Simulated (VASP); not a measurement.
A run of VASP 6.6.1:

Contents of INCAR:

```
SYSTEM = BAs
  PREC = Accurate
  ENCUT = 600
  EDIFF = 1E-6
  ISMEAR = -1
  SIGMA = 0.05
  LREAL = .False.
  LASPH = .True.
  NELM = 100
  ALGO = Fast
  ISIF = 3
  LWAVE = .False.
  LCHARG = .False.
  GGA = AM
  IBRION = 2
  NSW = 60
  EDIFFG = -0.01
```

The input KPOINTS:

```
regular mesh
0
Gamma
  9 9 9
  0 0 0
```

File POSCAR:

```
BAs
1.0
    2.9343700000      0.0000000000      0.0000000000
    0.0000000000      2.9343700000      0.0000000000
    0.0000000000      0.0000000000      2.9343700000
B As
1 1
Direct
    0.5000000000      0.5000000000      0.5000000000
    0.0000000000      0.0000000000      0.0000000000
```

Potentials or basis: VASP PAW PBE potentials, release 64 (B, As).

Launch:

```bash
$ cat potpaw_PBE.64/B/POTCAR potpaw_PBE.64/As/POTCAR > POTCAR
$ mpirun -np 1 vasp_std > vasp.out
```

Hardware: 1 thread of Intel(R) Xeon(R) Platinum 8488C (Sapphire Rapids), on a shared host.

Task: How long does it take, and how much memory?

Result: It took 15 s on 1 thread of Intel(R) Xeon(R) Platinum 8488C (Sapphire Rapids), with other jobs on the host, peak memory 0.14 GiB. Counts: scf iterations 24, k points 35, ion steps 3.
